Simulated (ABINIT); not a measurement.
Runs of ABINIT 10.8.3 (patched build) on LiF (Griceite). The structure is cubic, space group Fm-3m (No. 225). Conventional cell: a = 4.028 Å, b = 4.028 Å, c = 4.028 Å, α = 90.00°, β = 90.00°, γ = 90.00°. F (site symmetry m-3m) is surrounded by 6 Li at 2.01 Å. Around Li (site symmetry m-3m) lie 6 F at 2.01 Å. 

```tsv
task	level	potentials or basis	cutoff (eV)	fine-grid cutoff	gap on the mesh (eV)	V0 of scaled cells (Å³/atom)	B0 (GPa)
band structure	LDA	JTH PAW LDA v2.0	626	1224.51 eV	8.81	-	-
equation of state	r2SCAN	JTH PAW PBE v2.0	762	1360.57 eV	-	7.99	79
band structure	TB-mBJ	JTH PAW LDA v2.0	762	1360.57 eV	(a)	-	-
equation of state	PBEsol	PseudoDojo NC SR PBEsol v0.4.1 standard	1143	-	-	8.01	(b)
```

Alike in all rows: no spin polarisation; cell as given; k mesh 11 × 11 × 11; smearing fermi-dirac 0.05 eV.

**Question.** Estimate the missing entries.

**Answer.** (a) 12.54; (b) 73.

Caveats: pressures at fixed basis lie under the slope of the energies (some runs); the PAW data sets were made with another functional, which shifts forces and pressure a little (some runs); the constant c of TB-mBJ comes from the pseudo density here, which moves gaps by up to 0.3 eV between sets of potentials (some runs).

